## Results and discussion: how an empty band of silica crosses its zone

In this framework silica the highest filled level hardly changes with the electron's wave vector, while the lowest empty level changes a great deal. Over the known points the first moves by about a quarter of an electronvolt and the second by about 2.6 eV, ten times as much. Point 6 lies on a line between two known points, the zone centre Γ (point 1) and point 7. How high does the lowest empty level lie there?

Kohn–Sham levels of SiO2 (space group Fddd, 12 atoms per cell) at points of a 7×7×7 k mesh, computed with Quantum ESPRESSO 7.5 using PBE, SSSP 1.3 efficiency potentials, a 748.3 eV wave-function cutoff and Fermi–Dirac smearing of 0.05 eV, without spin polarisation or spin–orbit coupling. Energies are relative to the highest filled level on the mesh.

```tsv
point a (reciprocal cell vector)	point b (reciprocal cell vector)	point c (reciprocal cell vector)	level under 4 (eV)	level under 3 (eV)	level under 2 (eV)	level under 1 (eV)	level over 1 (eV)	level over 2 (eV)
0.0000	0.0000	0.0000	-0.638	-0.438	-0.041	0.000	5.784	8.311
0.0000	0.2857	0.2857	-0.753	-0.640	-0.560	-0.247	8.416	9.080
0.0000	0.4286	0.4286	-0.981	-0.828	-0.206	-0.078	8.250	8.521
0.1429	0.1429	0.2857	-0.755	-0.398	-0.252	-0.210	6.894	8.927
0.1429	0.2857	-0.1429	-0.604	-0.595	-0.214	-0.111	6.415	7.957
0.2857	0.0000	0.2857	?	?	?	?	?	?
0.4286	0.0000	0.4286	-0.836	-0.802	-0.323	-0.204	7.530	8.303
```

"Level under 1" is the highest filled level at a point, and "level over 1" and "level over 2" are the two lowest empty ones. All energies count from the highest filled level on the mesh, which lies at Γ. The lowest empty level is at Γ too, so the gap on this mesh is direct. PBE makes silica gaps too small by some electronvolts; the shape of the bands, which matters here, usually suffers much less than their height.

### Why one edge is flat and the other is not

The likely origin of the contrast is chemical; it rests on general knowledge of silica, since the table gives no orbital character. In silica built from SiO₄ tetrahedra, the top of the filled levels consists mainly of oxygen lone pairs. They overlap little with their neighbours, so it costs little energy to change the phase of the wave from one oxygen to the next. Several such bands also lie close together, and the highest of them at each point can vary less than any single band does. The lowest empty state is spread over the whole framework and has the character of an s orbital on each atom. An electron in it moves rather freely, and its energy rises with the wave vector much as kinetic energy does.

For a nearly free electron the rise starts as the square of the distance from Γ. Twice the distance then costs about four times the energy, until the band begins to bend over. To place point 6 we therefore need its distance from Γ and a measure of the bending.

With the usual primitive vectors of a face-centred cell, each half the sum of two cell edges, points 6 and 7 lie on the same orthorhombic axis. Let $q$ count steps of one seventh of the way from Γ to the face of the Brillouin zone. Point 6 then has $q=4$ and point 7 has $q=6$.

### A band that does not stop at the face

In a simple picture a band arrives flat at the zone face, with a gap above it. The symmetry Fddd forbids this at the face centre on our axis. Its inversion centres do not lie on its twofold rotation axes. If one inverts and then rotates about a twofold axis perpendicular to ours, or does the two in the opposite order, the results differ by a lattice translation, and at this face centre that translation reverses the sign of the wave. No single state can be compatible with both operations, so the levels must come in pairs of equal energy.

A simpler system shows the consequence. Take a chain of identical, evenly spaced atoms and describe it with a cell that holds two atoms instead of one. The band is cut in half and folded back, but its halves still meet at the new zone face, because the atoms have not changed. In silica a symmetry operation that includes a fractional shift does the work of the chain's shorter repeat. The likeness covers the joining of the bands at the face, not their detailed shape.

The mesh stops one step short of the face, but the levels there already draw together. At point 7 the two highest filled levels are only 0.12 eV apart, while the next one lies 0.48 eV lower. The two lowest empty levels are 0.77 eV apart, as suits a steep band close to its meeting point. I read them as one band, seen at $q=6$ and, folded back, at $q=8$. This assignment rests on symmetry and on the energies, not on a direct comparison of the wave functions.

### The estimate for point 6

The band has the same energy at $q$ and $-q$, so its simplest curved form is

$$E(q)=E(0)+Bq^2+Dq^4 .$$

Here $B$ sets the initial rise and $D$ the bending. Point 7 supplies two heights above Γ:

$$36B+1296D=7.530-5.784=1.746\ \text{eV},$$
$$64B+4096D=8.303-5.784=2.519\ \text{eV}.$$

These give $B\approx0.0603$ eV and $D\approx-0.00033$ eV. At four steps the quadratic term adds about 0.96 eV and the bending takes away about 0.08 eV, so the level should lie 0.88 eV above its value at Γ.

A root-shaped curve through the same three levels bends differently and gives 6.78 eV. The error bar is slightly wider than the distance between these two curves. A cosine that is flat at the face would give 6.91 eV, outside the range. The forecasts for point 6 are:

- lowest empty level: 6.66 ± 0.15 eV;
- highest filled level: −0.17 ± 0.15 eV, from the mean of the known points away from Γ;
- the two lowest empty levels lie further apart than at point 7, because the folded halves separate as one moves away from the face.

### What the other points say

The same idea can be tried on the other axes if the bending is assumed to depend only on the quadratic part of the energy. The lowest empty levels at points 4 and 5 then set the rise along those axes. Two known levels that played no part in setting the curves, the lowest empty one at point 2 and the second at point 5, come out within 0.1 eV. The check at point 2 is the weaker one, because the estimate there lies near the highest energy the formula can reach, where it responds only weakly to its input.

Point 3 looks odd at first. It lies further from Γ than point 2 on the same axis, yet its lowest empty level is lower. This axis belongs to the shortest edge of the orthorhombic cell, and along it the zone ends between the two points, before the seventh step that marks the face on the other axes. Point 3 therefore has equivalent points off the axis that lie nearer to Γ, and its lowest empty levels probably belong to the band as it arrives there. The model puts all of these at about 8.47 eV. That explains why the level stops climbing, but not why it falls to 8.250 eV, below point 2. Mixing among the equivalent waves, which the model leaves out, could push the lowest level down.

The formula works best near the bottom of the band. It bends over at about 8.56 eV and has no use above that. Already for the second empty level at Γ it is wrong by 0.25 eV, which is why the second empty level at point 6 received no number.

### The computed levels

The withheld rows as computed:

```tsv
point a (reciprocal cell vector)	point b (reciprocal cell vector)	point c (reciprocal cell vector)	level under 4 (eV)	level under 3 (eV)	level under 2 (eV)	level under 1 (eV)	level over 1 (eV)	level over 2 (eV)
0.2857	0.0000	0.2857	-0.650	-0.483	-0.481	-0.114	6.683	8.651
```

The lowest empty level at point 6 is 6.683 eV, 0.02 eV above the forecast. Such closeness is better than the model deserves, given its larger errors elsewhere. The root-shaped curve is 0.10 eV too high, which still lies within the stated range. The flat-face cosine is 0.22 eV too high.

The hit supports a band that is still close to a parabola at this distance. It is weaker evidence for the folded partner. A plain parabola through Γ and the lower level at point 7 gives $5.784+(4/6)^2\times1.746\approx6.56$ eV, which also falls within the range. The case for joined bands at the face therefore rests mainly on symmetry; what the partner level adds is the bending, and with it the estimate moves closer to the computed value.

The highest filled level is −0.114 eV, 0.06 eV above its forecast and well within the range. This success needed little theory, since a flat band leaves little room for error. The two lowest empty levels are 1.97 eV apart, against 0.77 eV at point 7, so the third forecast holds as well. Their separation grows away from the face in the way that folding requires, although other bands may also take part at the height of the upper level.

For practical work the contrast between the two edges matters more than the second decimal. At every listed point other than Γ the lowest empty level is at least 0.6 eV higher than at Γ, whereas the highest filled level is at most about 0.25 eV lower. If a coarse mesh leaves out Γ and its nearest points lie about as far away as these, the error in the gap of this silica thus comes mostly from the empty side. The filled side is so flat that its true maximum may lie slightly off the mesh, and "direct" should be read with that in mind. The printed output below lists the distances between levels and the misses of each curve.

Output of the analysis:

```
Steps of 1/7 from zone centre to face along each axis, and distances between neighbouring levels in eV:
     row   axis 1  axis 2  axis 3  filled 1-2  filled 2-3  filled 3-4  empty 2-1
     0.0        0       0       0       0.041       0.397         0.2      2.527
     0.0        4       0       0       0.313        0.08       0.113      0.664
     0.0        6       0       0       0.128       0.622       0.153      0.271
  0.1429        2       2  0.0007       0.042       0.146       0.357      2.033
  0.1429  -0.0007      -2       4       0.103       0.381       0.009      1.542
  0.2857        0       4       0       0.367       0.002       0.167      1.968
  0.4286        0       6       0       0.119       0.479       0.034      0.773
Spread of known lowest empty levels, eV: 2.632
Forecast for lowest empty level at point 6, band running through the face, eV (range 0.15 either way): 6.664
Alternative for point 6, root form through the same levels, eV: 6.784
Alternative for point 6, cosine flat at the face, eV: 6.907
Point 2 lowest empty level, estimate less computed, eV: -0.06008
Point 5 second empty level, estimate less computed, eV: -0.01408
Point 1 second empty level, estimate less computed, eV: 0.2458
Point 3, estimate for the folded copies from the side, eV: 8.467
Point 3 lowest empty level, that estimate less computed, eV: 0.2175
Highest energy the formula can reach, eV: 8.564
fit of level_under_1 on 5 rows (n > 1): constant -0.17 +/- 0.032; rms 0.0642, worst 0.0 -0.092, leave-one-out rms 0.0803
  rows outside the fit (model, value, miss): 0.0 -0.17, 0, -0.17; 0.2857 -0.17, -0.114, -0.056
Computed lowest empty level at point 6, eV: 6.683
Forecast less computed at point 6, eV: -0.01854
Root form less computed at point 6, eV: 0.1011
Flat-face cosine less computed at point 6, eV: 0.2239
```
